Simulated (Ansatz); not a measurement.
# La in Ansatz: the effect of target pressure

The system is La.

```
La
1.0
     3.75000    0.00000    0.00000
    -1.87500    3.24760    0.00000
     0.00000    0.00000    6.07000
La
2
Cartesian
  1.8750 1.0825 4.5525
  0.0000 2.1651 1.5175
```

This isn't the form of La at room conditions, which is double hcp.

Alike in all runs:

```yaml
Program: Ansatz 0.2.0
Task: relaxation of cell and atoms
Functional: PBEsol
Potentials_or_basis: Ansatz PAW
Cutoff: "420 eV (not typed: the program's choice for these potentials)"
k_mesh: 8 × 8 × 5
Occupations: fermi-dirac, width 0.05 eV
Spin: no spin polarisation
```

Each run relaxes the cell or the atoms first.

| target pressure | relaxed volume (Å³/atom) |
| --- | --- |
| 0 GPa | 34.77 |
| 2 GPa | 32.09 |
| 5 GPa | 29.34 |
| 10 GPa | 26.01 |
| 20 GPa | 22.72 |
| 30 GPa | ? |

Q: What does the run with target pressure 30 GPa give?

A: Relaxed volume 20.71 Å³/atom.

Worked out: A parabola through the other rows of the relaxed volume, of slope 0.542 Å³/atom per GPa there, extrapolates to 25.35 Å³/atom, against the run's 20.71. The fit is too stiff a form for this range.

Caveats: the plane-wave basis is chosen anew once the cell has moved, so the energies of steps on either side of that aren't comparable; the PAW data sets come from PBE, with cores solved anew for the run's functional, which leaves a small shift of forces and pressure; the volume moved by over 15 % at a fixed basis, so the end points are rough (some runs).
